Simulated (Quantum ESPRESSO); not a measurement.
Set up this calculation in Quantum ESPRESSO 7.5, as an ASE script.

```
Task                : single point
Functional          : PBE
Potentials or basis : SSSP 1.3 efficiency PBE
Cutoff              : 748 eV
Density cutoff      : 5987 eV
k mesh              : 8 × 8 × 8
Occupations         : fermi-dirac, width 0.05 eV
Spin                : no spin polarisation
Mixing beta         : 0.5
Most SCF iterations : 120
SCF threshold       : 4e-10 Ry
```

The structure of Ge lies in Ge.xyz:

```xyz
2
Lattice="4.0904100000 0.0000000000 0.0000000000 -2.0452000000 3.5424000000 0.0000000000 0.0000000000 0.0000000000 3.3265800000" Properties=species:S:1:pos:R:3 pbc="T T T"
Ge     2.0452271187      1.1807881920      0.4685820588
Ge    -0.0000171187      2.3616118080      2.8579979412
```

The cell was built by a generator and needn't be a form met in nature.

One way to write it, as run:

run.py

```python
import numpy as np
from ase.calculators.espresso import Espresso, EspressoProfile
from ase.io import read

atoms = read('Ge.xyz')

input_data = {
    'control': {'calculation': 'scf', 'prefix': 'pwscf', 'outdir': './tmp', 'tprnfor': True, 'tstress': True, 'disk_io': 'nowf'},
    'system': {'ecutwfc': 55.0, 'ecutrho': 440.0, 'nbnd': 21, 'occupations': 'smearing', 'smearing': 'fd', 'degauss': 0.00367493},
    'electrons': {'conv_thr': 4e-10, 'electron_maxstep': 120, 'mixing_beta': 0.5},
}
pseudopotentials = {'Ge': 'ge_pbe_v1.4.uspp.F.UPF'}
profile = EspressoProfile(command='pw.x', pseudo_dir='pseudo')
dft = Espresso(profile=profile, input_data=input_data, pseudopotentials=pseudopotentials, kpts=(8, 8, 8), koffset=(0, 0, 0))
atoms.calc = dft

print(f'energy {atoms.get_potential_energy():.8f} eV')
print('forces (eV/A)')
print(np.round(atoms.get_forces(), 6))
print('stress (eV/A^3, Voigt)')
print(np.round(atoms.get_stress(), 8))
print(f'Fermi level {dft.get_fermi_level():.4f} eV')
```

Potentials or basis: SSSP 1.3 efficiency PBE.

Launch:

```console
$ OMP_NUM_THREADS=1 python run.py
```

It gave:

```yaml
Pressure: -1.6 GPa
Band_gap_on_the_k_mesh: none (metal or under the smearing width)
```

Run time: 2.7 min on 1 thread of Arm Neoverse V1, on a shared host, peak memory 0.39 GiB.
